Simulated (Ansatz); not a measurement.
**SiO2 under pressure: fit and missing row**

SiO2, P6_422, a = 5.105 Å, c = 5.585 Å. This isn't the usual stable structure of the compound. Ansatz: PBE, PAW, 420 eV, Γ-centred 6×6×4 mesh on 9 atoms, Gaussian smearing 0.02 eV; no spin polarisation. Cell and atoms are relaxed at each pressure, and no other structure is tried, so the rows at high pressure may lie past a change of phase.

```
V (Å³/atom) P (GPa)
          ?    24.99
     12.900    12.00
     13.608     4.00
     13.907     1.00
     14.008     0.01
     14.117    -1.01
```

Problem. Take V0 = 14.008 Å³/atom, count pressures from its P0 = 0.01 GPa, fit the third-order Birch–Murnaghan form to the other rows, and predict the missing volume.

Solution. With the Eulerian strain f = ½[(V0/V)^(2/3) − 1] and y = (P − P0)/[3f(1 + 2f)^(5/2)], the form is the line y = B0 + 1.5 B0 (B0′ − 4) f. Rows (f, y): 0.02824, 123.4; 0.00975, 130.0; 0.00242, 134.7; -0.00258, 133.5. Means f = 0.009458, y = 130.40; Σ(Δf)² = 0.0005473, ΣΔfΔy = -0.1992; the slope is their ratio. y = 133.8 − 363.9 f GPa, so B0 = 133.8 GPa and B0′ = 4 + 2 × (-363.9)/(3 × 133.8) = 2.19. P = 24.99 GPa is met at f = 0.05628 (y = 113.32), so V = V0 (1 + 2f)^(−3/2) = 11.937 Å³/atom. The run gave 11.841 Å³/atom, so the fit is 0.096 Å³/atom too high, 4.2 % of the span of the series, against an rms of 0.001 Å³/atom on the fitted rows. The row lies outside the fitted range. The points of y bend away from a line: a fourth-order term fitted to them gives P = 24.41 GPa at this row's volume (the line 26.42, the run 24.99). With a term in f² added B0′ becomes 2.79, so this figure hangs on the form.